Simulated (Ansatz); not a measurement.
# Added resistance of thin Ag(110) films between Au(110) and Pt(110) leads: ballistic LDA calculations for 1 to 10 layers

We calculate the ballistic resistance of a thin Ag(110) film between two Au(110) or two Pt(110) leads, with the current normal to the layers. The question is how far this resistance is set by the lead and how far by the film thickness. This matters for metal multilayers, where a film a few atoms thick may resist mainly through its contact with its neighbours. The area resistance is counted beyond that of the perfect lead, so zero means that the film passes current as well as the lead metal it replaces. Below, resistances are in $10^{-15}\ \Omega\,\mathrm{m}^2$ and conductances per area in $10^{15}\ \mathrm{S/m}^2$.

## Set-up

Planar junctions lead / film / lead, one atom a layer where the face allows, current normal to the layers. Leads are perfect crystals at room-temperature lattice constants. The film takes the lead's in-plane lattice, with its layer spacing set to keep its own atomic volume; all atoms sit on ideal sites and are not relaxed. Program: Ansatz 0.2.0, plane waves with PAW potentials of the set soft_1 (made for PBE), LDA, wave cutoff 420 eV, Fermi-Dirac smearing of 0.1 eV. No spin polarisation and no spin-orbit coupling. Transport is ballistic and coherent at zero bias (Landauer, wave matching layer by layer), averaged over a mesh of wavevectors across the current and over the Fermi window at 300 K; no phonons or disorder. Selection: Runs whose potential in the leads had a step over 25 meV, or whose mesh the program flagged as unconverged, are left out. Runs with an error estimate over 15 per cent are left out.

Notes on method and selection:

- Interfaces are ideal and ordered, so the wavevector along the interface is conserved; real interfaces are mixed and rough.
- Quantum-well states in the film make the resistance oscillate with thickness.
- The typed smearing and mesh set the lead's Fermi level, which moves conductances of d metals by some per cent, and most where the lead's density of states is steep.
- Spin-orbit coupling is left out where no row notes it, which matters most for the elements from Hf on.
- A perfect film has no bulk resistance here, and nothing scatters electrons between its faces, so the added resistance is not twice a symmetric interface resistance: it holds the mismatch of channels too, since a film with fewer channels than its lead caps the conductance, and swapping film and lead changes it.
- Runs in which the search for lower states was switched off are not listed.
- Runs that did not converge, have known faults or may not be shown are not listed, and runs on Ansatz's PAW sets soft_1 and soft_2 are kept to separate tables.

Columns:

- layers: atomic layers in the film.
- lead conductance (1e15 S/m²): Sharvin conductance of the perfect lead along the same normal.
- film strain (%): in-plane linear strain of the film on the lead's lattice against its own room-temperature lattice, positive when stretched.
- error estimate (%): the program's own largest estimate of the error of the conductance (mesh, energy step, lead length).
- area resistance (1e-15 Ω m²): area resistance beyond that of the perfect lead, A (1/G - 1/G_lead), both spins.
- transmitted share: conductance divided by the Sharvin conductance of the perfect lead.

Input lines of one member:

```
kpoints:
  mp_grid: { grid: [13, 9, 2] }
hamiltonian:
  xc: lda
  pseudopotentials: { kind: paw, azcp: { folder: soft_1 }, xc_functional: pbe }
scf:
  occupations: { method: fermi_dirac, width: 0.1 }
output:
  transmission: { leads: [[0, 1]], kmesh: [26, 18], e_range: [-1.0, 1.0], de: 0.036 }
```

Command (options for logging and memory left out): `ansatz run input.yaml --threads 4 --backend cpu`

## Table of results

| member | film and lead, functional | layers | lead conductance (1e15 S/m²) | film strain (%) | error estimate (%) | area resistance (1e-15 Ω m²) | transmitted share |
| --- | --- | --- | --- | --- | --- | --- | --- |
| 3 layers | Ag(110) in Au(110), LDA | 3 | 0.918 | −0.2 | 5 | 0.120 | 0.901 |
| 5 layers | Ag(110) in Au(110), LDA | 5 | 0.917 | −0.2 | 5 | 0.121 | 0.900 |
| 6 layers | Ag(110) in Au(110), LDA | 6 | 0.917 | −0.2 | 5 | 0.120 | 0.901 |
| 8 layers | Ag(110) in Au(110), LDA | 8 | 0.918 | −0.2 | 5 | 0.121 | 0.900 |
| 10 layers | Ag(110) in Au(110), LDA | 10 | 0.917 | −0.2 | 5 | 0.117 | 0.903 |
| 1 layer | Ag(110) in Pt(110), LDA | 1 | 2.131 | −4.0 | 4 | 0.504 | 0.482 |
| 3 layers | Ag(110) in Pt(110), LDA | 3 | 2.128 | −4.0 | 8 | 1.271 | 0.270 |
| 5 layers | Ag(110) in Pt(110), LDA | 5 | 2.104 | −4.0 | 6 | 1.304 | 0.267 |
| 7 layers | Ag(110) in Pt(110), LDA | 7 | 2.144 | −4.0 | 6 | 1.289 | 0.266 |
| 9 layers | Ag(110) in Pt(110), LDA | 9 | 2.129 | −4.0 | 15 | 1.297 | 0.266 |

## The trend and its physics

From 3 layers up, the added resistance depends on the lead and hardly on the thickness. It lies between 0.117 and 0.121 in Au and between 1.271 and 1.304 in Pt. The single layer in Pt is far lower, at 0.504.

A model with one parameter for each lead gives this behaviour.

1. The interfaces are ordered, so an electron keeps its wavevector along the interface. Only a fraction $f$ of the lead's channels finds a propagating Ag state with the same wavevector and energy. We let the other channels carry nothing.

2. A matched channel crosses each face with probability $\tau$. Nothing scatters it inside the film, but it is reflected back and forth between the faces. With a round-trip phase $\varphi$, its transmission is
$$T=\frac{\tau^2}{1+(1-\tau)^2-2(1-\tau)\cos\varphi}.$$

3. The thickness enters only through $\varphi$, which also varies with the wavevector along the interface. If the sum over wavevectors covers all phases evenly, the quantum-well oscillations average out and $\langle T\rangle=\tau/(2-\tau)$.

4. The transmitted share is then
$$t=\frac{f\,\tau}{2-\tau},$$
which contains no thickness. The calculations fix $t$ for each lead, but not $f$ and $\tau$ singly.

5. With $g_L$ the lead conductance per area, the junction conducts $t\,g_L$. Subtracting the resistance of the perfect lead leaves
$$R=\frac{1}{g_L}\left(\frac{1}{t}-1\right).$$

The two parameters are $t_\mathrm{Au}$ and $t_\mathrm{Pt}$. Au and Ag have similar s-p bands at the Fermi level, so both $f$ and $\tau$ should be near one. Pt has partly filled d bands there, which supply many channels without a good partner in Ag, so $t_\mathrm{Pt}$ should be much smaller.

## Fixing and testing the model

We fix the model on the two 5-layer films, which give $t_\mathrm{Au}$ = 0.900 and $t_\mathrm{Pt}$ = 0.267. The factor $1/t-1$ is then 1 / 0.900 − 1 = 0.111 for Au and 1 / 0.267 − 1 = 2.745 for Pt. Dividing by the lead conductance of each row gives the added resistance:

- Au, 3 layers: 0.111 / 0.918 = 0.121; table 0.120.
- Au, 10 layers: 0.111 / 0.917 = 0.121; table 0.117.
- Pt, 3 layers: 2.745 / 2.128 = 1.290; table 1.271.
- Pt, 9 layers: 2.745 / 2.129 = 1.289; table 1.297.

The rows at 6 and 8 layers in Au and at 7 layers in Pt agree as closely. The typical miss is about 0.002 in Au and 0.01 in Pt, much the same as the scatter of each group about its own mean. Both are well inside the error estimates of the conductance, so a weak dependence on thickness cannot be excluded. A constant for each lead does about as well; what the model adds is a possible reason for the missing slope.

The same numbers show that Pt does more than offer extra channels. The 5-layer film in Au conducts 0.900 × 0.917 = 0.825, so Ag has at least that much channel conductance. If the film in Pt has about as many channels, which is plausible at equal atomic volume, their limited number accounts for at most 1 / 0.825 − 1 / 2.104 = 0.737 of the added 1.304. The rest, at least 1.304 − 0.737 = 0.567, would then come from poor matching at the Pt faces. The film in Pt is also compressed by 4.0 per cent in the plane, against 0.2 per cent in Au, and this may contribute.

## Members off the line

The model fails for the single Ag layer in Pt. It gives 2.745 / 2.131 = 1.288, while the calculation gives 0.504, so the model is too high by 1.288 − 0.504 = 0.784. This is far outside the 4 per cent error estimate of the conductance.

The assumption that most likely fails is the first one, that channels without a propagating Ag state carry nothing. In the fcc (110) stacking, an atom has nearest neighbours two layers away, straight along the normal. Pt atoms on the two sides of a single Ag layer therefore still face each other at a somewhat stretched bond length, and Pt d states can couple directly across it.

Three Ag layers remove this contact, and what is left must tunnel through the film. The transmitted share exceeds the 5-layer value by 0.482 − 0.267 = 0.215 at 1 layer, but by only 0.270 − 0.267 = 0.003 at 3 layers. The second difference is well below the error estimate, so we derive no decay length from it. A single layer in Au is not among the rows.

## Rules of thumb and their limits

Between 3 and 10 layers in Au, and between 3 and 9 in Pt, the lead sets the added resistance. It is roughly ten times larger in Pt, a loose ratio because a 5 per cent error in conductance shifts the small Au value by about half. The Pt rows all have odd layer numbers, so an even-odd alternation there would go unseen.

Two omitted effects could change this picture in real films. Phonon scattering would add resistance in proportion to thickness: ten layers are roughly 1.4 nm thick, which at a resistivity of about 2 × 10⁻⁸ Ω m gives roughly 0.03. That is more than the spread of the Au rows and about as large as that of the Pt rows from 3 layers up. Interface mixing could shift the Pt values either way, since it scatters electrons but also opens channels blocked at an ordered face; these rows do not tell by how much.

[Logs are printed without paths, hosts, clocks, repeated set-up lines and the standing remarks that a program may print on its own settings, such as how far it seeks lower states.]
